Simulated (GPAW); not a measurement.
Pd:

```xyz
1
Lattice="0.0000 1.9465 1.9465 1.9465 0.0000 1.9465 1.9465 1.9465 0.0000" Properties=species:S:1:pos:R:3 pbc="T T T"
Pd    0.0000    0.0000    0.0000
```

| Item | Value |
| --- | --- |
| Program | GPAW 26.7.0 |
| Task | relaxation of cell and atoms |
| Functional | BLYP |
| Dispersion | D4 |
| Potentials or basis | PAW data sets generated in the run's folder for this functional |
| Cutoff | 600 eV |
| Basis | pw |
| k mesh | 12 × 12 × 12 |
| Occupations | fermi-dirac, width 0.05 eV |
| Spin | no spin polarisation |

At the start: pressure 7.7 GPa; volume 14.75 Å³/atom.

Q: How do energy, volume and symmetry change on relaxing?

A: Over 3 steps the energy falls by 13.9 meV/atom and the volume is 15.36 Å³/atom (+4.1 %); space group Fm-3m (No. 225, to 0.05 Å).

The path:
```csv
step,energy change (eV),largest force (eV/Å),pressure (GPa),volume (Å³)
1,0.0000,0.0000,7.70,14.75
2,-0.0130,0.0000,1.89,15.20
3,-0.0139,0.0000,0.13,15.36
```

Final structure:
```
Pd
1.0
     0.00000    1.97305    1.97305
     1.97305    0.00000    1.97305
     1.97305    1.97305    0.00000
Pd
1
Cartesian
  0.0000 0.0000 0.0000
```

Caveat: later steps reuse the first step's grids; pairwise dispersion overbinds metals, which lowers pressure and volume.
